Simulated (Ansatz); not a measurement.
## Preparing CaMg3Si4O12 (C2) as a host crystal

Before any defect goes in: CaMg3Si4O12 (C2) at rest, and how it screens a charge.

Method: plane-wave PAW DFT, PBEsol; relaxation of the host's cell and atoms, in the first sound run; inputs show where later runs differ, in Ansatz 0.2.0.

### Step 1. Set-up

It takes space group C2 (No. 5, monoclinic). Conventional cell: a = 9.879 Å, b = 8.995 Å, c = 5.317 Å, α = 90.00°, β = 107.73°, γ = 90.00°. Nearest to Ca lie 8 O at 2.29 to 2.79 Å. Mg has 6 O at 2.06 to 2.19 Å nearest. Mg has 6 O at 2.05 to 2.21 Å nearest. Nearest to Mg lie 4 O at 2.04 to 2.06 Å. Nearest to Si lie 4 O at 1.62 to 1.69 Å. Nearest to Si lie 4 O at 1.60 to 1.69 Å. Farther neighbours and most contacts between anions are not listed.

### Step 2. Host cell relaxation

Lattice and positions are set free, within the symmetry that the program keeps.

Input file cell/input.yaml:

```yaml
crystal:
  lattice:
    - [4.939389, -4.497634, 0.0]
    - [4.939389, 4.497634, 0.0]
    - [-1.61887, 0.0, 5.064398]
  atoms:
    - { symbol: Ca, position: [0.700297, 0.299703, 0.5] }
    - { symbol: Mg, position: [0.093394, 0.906606, 0.5] }
    - { symbol: Mg, position: [0.904648, 0.095352, 0.0] }
    - { symbol: Mg, position: [0.254379, 0.745621, 0.0] }
    - { symbol: Si, position: [0.200407, 0.383145, 0.500318] }
    - { symbol: Si, position: [0.616855, 0.799593, 0.499682] }
    - { symbol: Si, position: [0.80444, 0.6167, 0.007348] }
    - { symbol: Si, position: [0.3833, 0.19556, 0.992652] }
    - { symbol: O, position: [0.028605, 0.209435, 0.398061] }
    - { symbol: O, position: [0.790565, 0.971395, 0.601939] }
    - { symbol: O, position: [0.976102, 0.791809, 0.105421] }
    - { symbol: O, position: [0.208191, 0.023898, 0.894579] }
    - { symbol: O, position: [0.132331, 0.619773, 0.610295] }
    - { symbol: O, position: [0.380227, 0.867669, 0.389705] }
    - { symbol: O, position: [0.88932, 0.384028, 0.923325] }
    - { symbol: O, position: [0.615972, 0.11068, 0.076675] }
    - { symbol: O, position: [0.336344, 0.364875, 0.264193] }
    - { symbol: O, position: [0.635125, 0.663656, 0.735807] }
    - { symbol: O, position: [0.674532, 0.625034, 0.242162] }
    - { symbol: O, position: [0.374966, 0.325468, 0.757838] }
basis:
  ecutwfc: 420
  xc_grid: 2
hamiltonian:
  xc: pbesol
kpoints:
  mp_grid: { grid: [5, 5, 6] }
scf:
  occupations: { method: fixed }
  max_iter: 100
relax:
  f_tol: 0.005
  max_steps: 60
  cell: {}
output:
  forces: true
  stress: true
checkpoint:
  write: "../cell.run"
  compress: false
  write_wavefunctions: false
  write_every: 100000
```

Started as:

```
$ ansatz run input.yaml --threads 4 --pin off --max-ram 7536MiB --backend cpu --events-out ev --progress --plain --runs-dir out
```

Numbers of over 12 decimals in the logs are rounded to 6 here.

What it wrote:

```text
[... repeated set-up lines and file paths are left out, and long positions are rounded to six places ...]
Engine: ansatz 0.2.0, aarch64-unknown-linux-gnu
Pseudopotentials: kind: paw
Pseudopotential: Ca, paw, valence charge 10, recommended cutoff 420 eV (normal), Ca.paw.azcp
Pseudopotential: Mg, paw, valence charge 10, recommended cutoff 420 eV (normal), Mg.paw.azcp
Pseudopotential: Si, paw, valence charge 4, recommended cutoff 420 eV (normal), Si.paw.azcp
Pseudopotential: O, paw, valence charge 6, recommended cutoff 420 eV (normal), O.paw.azcp
Functional definition: PBEsol
  exchange = pbesol_x
  correlation = pbesol_c
Crystal: 20 atoms, lattice volume = 225.017 Å³
Basis set: ecut = 420 eV, 4405 PW (Γ), exchange–correlation on 90×90×72 points (8 copies of the dense FFT grid, shifted against one another)
Bands: 84, of which v1, the nominal top of the filled ones, is band 64 counted from 1 (63 counted from 0)
Symmetry: 2 space group operations
Space group: C2 (ITA 5), of the structure as read, at distance tolerance 6.1e-5 Å
k-points: 48 of 150 (time reversal used)
Non-local potential: Ca, projectors of the file, l = 0: 3, l = 1: 2, l = 2: 2
Non-local potential: Mg, projectors of the file, l = 0: 3, l = 1: 2, l = 2: 1
Non-local potential: Si, projectors of the file, l = 0: 2, l = 1: 2, l = 2: 2
Non-local potential: O, projectors of the file, l = 0: 2, l = 1: 2, l = 2: 1
PAW form: soft (Blöchl's): semilocal exchange-correlation on the pseudo side does not see the compensation charge
PAW frozen core: Ca, regenerated for the run's functional, and the local potential with it (the file was generated under x = pbe(κ = 0.804, μ = 0.219515), c = pbe(β = 0.066725))
PAW frozen core: Mg, regenerated for the run's functional, and the local potential with it (the file was generated under x = pbe(κ = 0.804, μ = 0.219515), c = pbe(β = 0.066725))
PAW frozen core: Si, regenerated for the run's functional, and the local potential with it (the file was generated under x = pbe(κ = 0.804, μ = 0.219515), c = pbe(β = 0.066725))
PAW frozen core: O, regenerated for the run's functional, and the local potential with it (the file was generated under x = pbe(κ = 0.804, μ = 0.219515), c = pbe(β = 0.066725))
PAW one-centre angular grid: Ca, 110 points (default); XC on 64 Gauss nodes
PAW one-centre angular grid: Mg, 110 points (default); XC on 64 Gauss nodes
PAW one-centre angular grid: Si, 110 points (default); XC on 64 Gauss nodes
PAW one-centre angular grid: O, 110 points (default); XC on 64 Gauss nodes
Initial density: superposition of atomic densities (neutral atoms: chi_scale 0, normalization atom), corrected by the library's trained network
Initial wavefunctions: pseudopotential atomic-orbital guess
Functional: x = pbesol(κ = 0.804, μ = 0.123457), c = pbesol(β = 0.046)
SCF iter   1: F=—  HF=-16773.856135 eV  |F-HF|=—  |Δ(HF+E_count)|=         —  Δρ=1.34e-2  dr2=3.18e-1  ethr=1.77e-3  ⟨swp⟩=6.0  Hψ=14359  notcnv=0  defer=828
preconditioner: auto → Resta (q_TF=auto, 2.483 Å⁻¹)  ε∞=3.4  [insulator: Δε(μ)=4.482 eV  Ē_g=16.035 eV  n_scr=58 (ndim 8)  ℏωp=25.0 eV  f_vac=0.012  ε∞_Penn≈3.4]
SCF iter   2: F=—  HF=-16773.766543 eV  |F-HF|=—  |Δ(HF+E_count)|=   8.96e-2  Δρ=2.06e-3  dr2=4.64e-3  ethr=2.48e-4  ⟨swp⟩=2.2  Hψ=6320  notcnv=0  defer=864
SCF iter   3: F=—  HF=-16773.766318 eV  |F-HF|=—  |Δ(HF+E_count)|=   2.26e-4  Δρ=9.89e-4  dr2=1.65e-3  ethr=3.63e-6  ⟨swp⟩=2.0  Hψ=5924  notcnv=0  defer=576
automatic band count: iteration 3 solves 78 bands in place of 84: the levels show a gap, and the empty bands left out lie too high to hold charge; the band table lists the bands solved (type scf.n_extra_bands for more)
SCF iter   4: F=—  HF=-16773.766639 eV  |F-HF|=—  |Δ(HF+E_count)|=   3.22e-4  Δρ=6.58e-4  dr2=7.56e-4  ethr=1.29e-6  ⟨swp⟩=2.0  Hψ=5204  notcnv=0  defer=576
SCF iter   5: F=—  HF=-16773.766542 eV  |F-HF|=—  |Δ(HF+E_count)|=   9.71e-5  Δρ=1.18e-4  dr2=3.46e-5  ethr=5.90e-7  ⟨swp⟩=2.0  Hψ=5271  notcnv=0  defer=574
SCF iter   6: F=—  HF=-16773.766617 eV  |F-HF|=—  |Δ(HF+E_count)|=   7.43e-5  Δρ=2.56e-5  dr2=1.75e-6  ethr=2.70e-8  ⟨swp⟩=2.4  Hψ=6431  notcnv=0  defer=485
SCF iter   7: F=—  HF=-16773.766618 eV  |F-HF|=—  |Δ(HF+E_count)|=   1.35e-6  Δρ=1.30e-5  dr2=3.00e-7  ethr=1.37e-9  ⟨swp⟩=2.0  Hψ=6164  notcnv=0  defer=490
SCF iter   8: F=-16773.766618 eV  HF=-16773.766618 eV  |F-HF|=6.68e-9  |Δ(HF+E_count)|=   1.34e-8  Δρ=3.97e-6  dr2=2.66e-8  ethr=7.81e-11  ⟨swp⟩=4.0  Hψ=12528  notcnv=0
SCF 1 converged in 8 iterations: F = -16773.766618 eV  dr2 = 2.66e-8
  greatest PAW one-centre occupation: 1.000 electrons in one spin orbital (limit 2), on the Mg atom at site 2 (counted from 0), in its partial waves of l = 0
relax step   1: F+E_penalty+E_count = -16773.76661797 eV  Δ(F+E_penalty+E_count) = +0.000e0 eV  max|allowed force component| = 1.736e-1 eV/Å  Δτ_max = 0.0000 Å  P = -3.952 GPa  Ω = 225.017 Å³  (8 SCF iters, dr2 threshold 1.00e-7 eV, accepted)
[... the SCF cycles and remarks between the steps are left out from here to the last step ...]
relax step   2: F+E_penalty+E_count = -16773.85069059 eV  Δ(F+E_penalty+E_count) = -8.407e-2 eV  max|allowed force component| = 8.673e-2 eV/Å  Δτ_max = 0.0166 Å  P = -1.742 GPa  Ω = 221.034 Å³  energy of the carried Pulay correction = +1.643e-2 eV  (6 SCF iters, dr2 threshold 2.00e-6 eV, accepted)
relax step   3: F+E_penalty+E_count = -16773.87923205 eV  Δ(F+E_penalty+E_count) = -2.854e-2 eV  max|allowed force component| = 4.104e-2 eV/Å  Δτ_max = 0.0178 Å  P = +0.114 GPa  Ω = 218.040 Å³  energy of the carried Pulay correction = +2.896e-2 eV  (6 SCF iters, dr2 threshold 2.00e-6 eV, accepted)
relax step   4: F+E_penalty+E_count = -16773.87975529 eV  Δ(F+E_penalty+E_count) = -5.232e-4 eV  max|allowed force component| = 3.490e-2 eV/Å  Δτ_max = 0.0044 Å  P = +0.070 GPa  Ω = 218.083 Å³  energy of the carried Pulay correction = +2.878e-2 eV  (5 SCF iters, dr2 threshold 1.17e-7 eV, accepted)
relax step   5: F+E_penalty+E_count = -16773.88189851 eV  Δ(F+E_penalty+E_count) = -2.143e-3 eV  max|allowed force component| = 5.398e-2 eV/Å  Δτ_max = 0.0205 Å  P = +0.020 GPa  Ω = 217.928 Å³  energy of the carried Pulay correction = +2.944e-2 eV  (6 SCF iters, dr2 threshold 7.61e-8 eV, accepted)
relax step   6: F+E_penalty+E_count = -16773.88482886 eV  Δ(F+E_penalty+E_count) = -2.930e-3 eV  max|allowed force component| = 2.573e-2 eV/Å  Δτ_max = 0.0320 Å  P = -0.031 GPa  Ω = 217.591 Å³  energy of the carried Pulay correction = +3.086e-2 eV  (6 SCF iters, dr2 threshold 1.82e-7 eV, accepted)
relax step   7: F+E_penalty+E_count = -16773.88483613 eV  Δ(F+E_penalty+E_count) = -7.267e-6 eV  max|allowed force component| = 7.628e-2 eV/Å  Δτ_max = 0.0150 Å  P = +0.054 GPa  Ω = 217.535 Å³  energy of the carried Pulay correction = +3.110e-2 eV  (7 SCF iters, dr2 threshold 4.14e-8 eV, rejected (line search))
relax step   8: F+E_penalty+E_count = -16773.88526285 eV  Δ(F+E_penalty+E_count) = -4.340e-4 eV  max|allowed force component| = 5.881e-3 eV/Å  Δτ_max = 0.0073 Å  P = -0.001 GPa  Ω = 217.580 Å³  energy of the carried Pulay correction = +3.091e-2 eV  (8 SCF iters, accepted)
relax step   9: F+E_penalty+E_count = -16773.88547542 eV  Δ(F+E_penalty+E_count) = -2.126e-4 eV  max|allowed force component| = 1.630e-3 eV/Å  Δτ_max = 0.0057 Å  P = +0.006 GPa  Ω = 217.541 Å³  energy of the carried Pulay correction = +3.107e-2 eV  (6 SCF iters, dr2 threshold 2.16e-9 eV, accepted)
relax step  10: F+E_penalty+E_count = -16773.85982320 eV  Δ(F+E_penalty+E_count) = +2.565e-2 eV  max|allowed force component| = 1.783e-3 eV/Å  Δτ_max = 0.0000 Å  P = -0.218 GPa  Ω = 217.541 Å³  stress off target by 2.57e-1 GPa  SCF on the basis re-selected at this cell (its energy is not comparable with the rows above)  (6 SCF iters)
relax step  11: F+E_penalty+E_count = -16773.86351077 eV  Δ(F+E_penalty+E_count) = -3.688e-3 eV  max|allowed force component| = 1.610e-2 eV/Å  Δτ_max = 0.0094 Å  P = +0.189 GPa  Ω = 216.721 Å³  energy of the carried Pulay correction = +3.477e-3 eV  (6 SCF iters, dr2 threshold 1.65e-7 eV, accepted)
relax step  12: F+E_penalty+E_count = -16773.86273747 eV  Δ(F+E_penalty+E_count) = +7.733e-4 eV  max|allowed force component| = 2.424e-2 eV/Å  Δτ_max = 0.0045 Å  P = -0.010 GPa  Ω = 216.947 Å³  energy of the carried Pulay correction = +2.529e-3 eV  (5 SCF iters, dr2 threshold 1.57e-7 eV, accepted)
relax step  13: F+E_penalty+E_count = -16773.86272867 eV  Δ(F+E_penalty+E_count) = +8.798e-6 eV  max|allowed force component| = 2.885e-3 eV/Å  Δτ_max = 0.0027 Å  P = +0.003 GPa  Ω = 216.963 Å³  energy of the carried Pulay correction = +2.464e-3 eV  (5 SCF iters, dr2 threshold 3.67e-8 eV, accepted)
iter 1 solved again at ethr=3.44e-7 eV; its pass at ethr=3.10e-3 eV (dr2=4.41e-4 eV) is discarded
SCF iter   1: F=—  HF=-16773.860448 eV  |F-HF|=—  |Δ(HF+E_count)|=         —  Δρ=2.76e-5  dr2=2.49e-7  ethr=3.44e-7  ⟨swp⟩=3.1  Hψ=24102  notcnv=0  defer=864
eigensolver tolerance schedule: the retry pair's looser diagonalisation over-reported the residual by 1772.09 of it (diagonalisation noise at 0.25 of the residual, at the tolerance the schedule requests for it); [...]
SCF iter   2: F=—  HF=-16773.860322 eV  |F-HF|=—  |Δ(HF+E_count)|=   1.27e-4  Δρ=1.31e-5  dr2=6.02e-8  ethr=1.94e-10  ⟨swp⟩=2.2  Hψ=6497  notcnv=0  defer=858
SCF iter   3: F=—  HF=-16773.860322 eV  |F-HF|=—  |Δ(HF+E_count)|=   9.09e-8  Δρ=4.48e-6  dr2=6.85e-9  ethr=4.70e-11  ⟨swp⟩=2.0  Hψ=5040  notcnv=0  defer=858
SCF iter   4: F=—  HF=-16773.860322 eV  |F-HF|=—  |Δ(HF+E_count)|=   1.16e-8  Δρ=4.83e-7  dr2=3.29e-10  ethr=5.35e-12  ⟨swp⟩=2.0  Hψ=5725  notcnv=0  defer=858
SCF iter   5: F=-16773.860322 eV  HF=-16773.860322 eV  |F-HF|=1.82e-11  |Δ(HF+E_count)|=  2.18e-11  Δρ=1.81e-7  dr2=6.38e-11  ethr=1.00e-12  ⟨swp⟩=4.0  Hψ=12816  notcnv=0
SCF 14 converged in 5 iterations: F = -16773.860322 eV  dr2 = 6.38e-11
relax step  14: F+E_penalty+E_count = -16773.86032186 eV  Δ(F+E_penalty+E_count) = +2.407e-3 eV  max|allowed force component| = 2.857e-3 eV/Å  Δτ_max = 0.0000 Å  P = -0.008 GPa  Ω = 216.963 Å³  stress off target by 2.05e-2 GPa  SCF on the basis re-selected at this cell (its energy is not comparable with the rows above)  (5 SCF iters)
basis re-selected at this cell: Δ(F+E_penalty+E_count) = +2.407e-3 eV, ΔP = -0.011 GPa vs the last step (what re-selecting the basis moved, of the pressure what is left beyond the Pulay correction that the steps carried, after the strain that the cell walked [...]
SCF converged after 5 iterations
Free energy (F): -16773.860322 eV
Harris-Foulkes:  -16773.860322 eV  (|F-HF|=1.82e-11)
Internal energy: -16773.860322 eV  (E = F + TS)
E sigma→0 (E₀):  -16773.860322 eV
Fermi energy:    5.676981 eV
--- Per-component energies (eV) ---
  E_band       = -1199.605547
  E_kinetic    = 2823.092867
  E_local      = -9967.261165  (includes V_loc(G=0)·N_el)
  E_nonlocal   = 1028.525313
  E_hartree    = 3559.328289
  E_xc         = -1329.994176
  E_vxc        = -1611.379796  (∫ρ·V_xc dr)
  E_paw        = -5511.808805  (= ΣΔE_a)
  E_vpaw       = -591.269670  (= ΣTr[D̂ρ^β])
  E_aug_tail   = 0.030319  (compensation charges beyond the density's cutoff)
  E_ewald      = -7376.618042
  E_core_change = 0.845079  (= ΣΔE_core)
  E_smearing   = -0.000000  (= −TS)
  E_closure    = -0.000000  (closes the sum)
  Σ components = -16773.860322   (vs F -16773.860322, Δ=0.00e0)
--- Forces (eV/Å), atoms counted from 1 ---
  atom   1  Ca     0.00000000    -0.00194371     0.00000000
  atom   2  Mg     0.00000000     0.00069115     0.00000000
  atom   3  Mg     0.00000000     0.00011542     0.00000000
  atom   4  Mg     0.00000000     0.00135271     0.00000000
  atom   5  Si    -0.00282666    -0.00031966    -0.00167170
  atom   6  Si     0.00282666    -0.00031966     0.00167170
  atom   7  Si     0.00274360    -0.00091679    -0.00053278
  atom   8  Si    -0.00274360    -0.00091679     0.00053278
  atom   9  O     -0.00061046     0.00163034    -0.00010456
  atom  10  O      0.00061046     0.00163034     0.00010456
  atom  11  O     -0.00023526    -0.00132926     0.00028460
  atom  12  O      0.00023526    -0.00132926    -0.00028460
  atom  13  O      0.00099261    -0.00139158     0.00108903
  atom  14  O     -0.00099261    -0.00139158    -0.00108903
  atom  15  O     -0.00044637     0.00146386     0.00115593
  atom  16  O      0.00044637     0.00146386    -0.00115593
  atom  17  O      0.00285677    -0.00005553     0.00037517
  atom  18  O     -0.00285677    -0.00005553    -0.00037517
  atom  19  O     -0.00178631     0.00081687    -0.00097951
  atom  20  O      0.00178631     0.00081687     0.00097951
  max |Σ_I F_I| component: 1.21e-5 eV/Å
--- Stress (GPa, compression-positive) ---
       -0.012137       0.000000       0.014480
        0.000000      -0.017323       0.000000
        0.014483       0.000000       0.004674
  P = ⅓ Tr σ = -0.0083 GPa (-0.083 kbar)
--- Relaxed structure (12 steps of the walk, 11 accepted, 2 SCFs on fresh bases) ---
  F+E_penalty+E_count = -16773.86032186 eV   max|allowed force component| = 2.857e-3 eV/Å   (the final SCF, on the basis selected at the relaxed cell)
  cell:  # Å, volume = 216.9627 Å³
    - [4.863717, -4.443368, 0.028131]
    - [4.863717, 4.443368, 0.028131]
    - [-1.565226, 1.1399326157933835e-17, 5.010609]
  atoms:
    - { symbol: Ca, position: [0.698841, 0.301159, 0.5] }
    - { symbol: Mg, position: [0.091320, 0.908680, 0.5] }
    - { symbol: Mg, position: [0.903710, 0.096290, -8.673617379884035e-19] }
    - { symbol: Mg, position: [0.255407, 0.744593, 1.734723475976807e-18] }
    - { symbol: Si, position: [0.201714, 0.384086, 0.495790] }
    - { symbol: Si, position: [0.615914, 0.798286, 0.504210] }
    - { symbol: Si, position: [0.804507, 0.616266, 0.011321] }
    - { symbol: Si, position: [0.383734, 0.195493, 0.988679] }
    - { symbol: O, position: [0.028785, 0.209348, 0.396619] }
    - { symbol: O, position: [0.790652, 0.971215, 0.603381] }
    - { symbol: O, position: [0.974646, 0.795096, 0.105743] }
    - { symbol: O, position: [0.204904, 0.025354, 0.894257] }
    - { symbol: O, position: [0.133452, 0.620807, 0.612629] }
    - { symbol: O, position: [0.379193, 0.866548, 0.387371] }
    - { symbol: O, position: [0.892511, 0.384390, 0.919396] }
    - { symbol: O, position: [0.615610, 0.107489, 0.080604] }
    - { symbol: O, position: [0.333903, 0.372957, 0.253474] }
    - { symbol: O, position: [0.627043, 0.666097, 0.746526] }
    - { symbol: O, position: [0.681033, 0.616878, 0.254904] }
    - { symbol: O, position: [0.383122, 0.318967, 0.745096] }
```

Run time: 4.5 min. Hardware: 4 threads of Arm Neoverse V1, shared host; peak memory 1 GiB; 18 min of CPU time.

The steps of the relaxation:

| step | energy less that of the first step (eV) | largest force component (eV/Å) | pressure (GPa) | volume (Å³) |
| --- | --- | --- | --- | --- |
| 1 | 0.0000 | 0.1736 | -3.95 | 225.02 |
| 2 | -0.0841 | 0.0867 | -1.74 | 221.03 |
| 3 | -0.1126 | 0.0410 | 0.11 | 218.04 |
| 4 | -0.1131 | 0.0349 | 0.07 | 218.08 |
| 5 | -0.1153 | 0.0540 | 0.02 | 217.93 |
| 6 | -0.1182 | 0.0257 | -0.03 | 217.59 |
| 7 | -0.1182 | 0.0763 | 0.05 | 217.54 |
| 8 | -0.1186 | 0.0059 | 0.00 | 217.58 |
| 9 | -0.1189 | 0.0016 | 0.01 | 217.54 |
| 10 | -0.0932 | 0.0018 | -0.22 | 217.54 |
| 11 | -0.0969 | 0.0161 | 0.19 | 216.72 |
| 12 | -0.0961 | 0.0242 | -0.01 | 216.95 |
| 13 | -0.0961 | 0.0029 | 0.00 | 216.96 |
| 14* | -0.0937 | 0.0029 | -0.01 | 216.96 |

Relaxation steps marked * repeat the geometry before them on a plane-wave basis chosen anew for their cell, so energy and pressure can jump there. The log counts 2 steps on a newly chosen plane-wave basis, not all of them marked here; energy and pressure can jump at such steps. Relaxation step 7 was tried and not accepted.

The run keeps the 2 symmetry operations that it works with, so distortions that break them were not tested.

| cell as run | before | after | change |
| --- | --- | --- | --- |
| a (Å) | 6.680 | 6.588 | -1.4 % |
| b (Å) | 6.680 | 6.588 | -1.4 % |
| c (Å) | 5.317 | 5.249 | -1.3 % |
| α (°) | 103.01 | 102.48 | -0.5 % |
| β (°) | 103.01 | 102.48 | -0.5 % |
| γ (°) | 84.64 | 84.83 | +0.2 % |
| volume (Å³/atom) | 11.25 | 10.85 | -3.6 % |

The atoms that moved most (Å, as changes of fractional coordinates times the final cell):

| atom | dx | dy | dz | length |
| --- | --- | --- | --- | --- |
| O20 | 0.028 | -0.065 | -0.064 | 0.095 |
| O19 | -0.028 | -0.065 | 0.064 | 0.095 |
| O18 | -0.044 | 0.047 | 0.054 | 0.084 |
| O17 | 0.044 | 0.047 | -0.054 | 0.084 |
| O15 | 0.023 | -0.013 | -0.020 | 0.033 |
| O16 | -0.023 | -0.013 | 0.020 | 0.033 |
| Si5 | 0.018 | -0.002 | -0.023 | 0.029 |
| Si6 | -0.018 | -0.002 | 0.023 | 0.029 |

This step gave:

```
pressure : -0.008262 GPa
```

The relaxation ends with a largest force component of 0.0029 eV/Å and a pressure of -0.01 GPa.

(Continued in part 2 of 4.)

[Logs are printed without paths, hosts, clocks, repeated set-up lines and the standing remarks that a program may print on its own settings, such as how far it seeks lower states.]

[Hosts, paths, dates, database ids (printed as entryN), source tags and the programs' standing remarks are cut or masked in the printed files.]

[Runs of the host that timed out are not shown.]

[For some hosts the program warned that the k-mesh of the response run may be too coarse for force constants and the static dielectric constant; such warnings are not always shown.]
